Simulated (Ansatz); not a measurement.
# Random displacements in Si

Computed with DFT LDA, scalar-relativistic, plane waves, PAW (Ansatz 0.2.0). Cutoff 420 eV, Γ-centred 14×14×14 k-points, Gaussian smearing of 0.15 eV. No spin polarisation. Energies are free energies at this smearing, counted from the undisturbed cell; pressure is positive in compression.

Reference structure (relaxed at this level; this form isn't the usual structure):

```
CELL_PARAMETERS angstrom
0.00000 0.00000 -5.21925
-3.27133 -3.27133 -2.60962
-3.27133 3.27133 -2.60962
ATOMIC_POSITIONS crystal
Si 0.50000 0.50000 0.50000
Si 0.50000 0.50000 0.00000
Si 0.00000 0.50000 0.50000
Si 0.50000 0.00000 0.50000
Si 0.00000 0.50000 0.00000
Si 0.50000 0.00000 0.00000
Si 0.00000 0.00000 0.50000
Si 0.00000 0.00000 0.00000
```

The atoms are displaced (Å, in the unstrained cell):

| atom | ux | uy | uz |
| --- | --- | --- | --- |
| Si1 | 0.022 | -0.016 | -0.002 |
| Si2 | 0.040 | 0.041 | 0.001 |
| Si3 | -0.035 | -0.043 | 0.011 |
| Si4 | 0.007 | 0.007 | -0.023 |
| Si5 | 0.033 | 0.033 | -0.003 |
| Si6 | -0.017 | -0.023 | 0.054 |
| Si7 | -0.067 | -0.008 | -0.018 |
| Si8 | 0.018 | 0.009 | -0.019 |

Strain (Voigt, engineering shear): (-0.0362, -0.0197, 0.0615, -0.0152, 0.1087, 0.0452).

Q: What are the energy change, the stress and the forces?

A: ΔE = 26.2 meV/atom; stress (xx, yy, zz, yz, xz, xy; compression positive) (3.28, 2.40, -1.68, 1.24, -1.66, -2.73) GPa.
```
atom Fx (eV/Å) Fy Fz
 Si1      -0.15   0.00   0.14
 Si2      -0.05  -0.08  -0.01
 Si3       0.01   0.13  -0.12
 Si4       0.04  -0.17   0.05
 Si5      -0.10  -0.32   0.08
 Si6       0.10   0.26  -0.11
 Si7       0.10   0.07  -0.10
 Si8       0.04   0.11   0.08
```

Cost: 1 run of about 4.5 core-minutes, on Arm Neoverse V2 (shared hosts).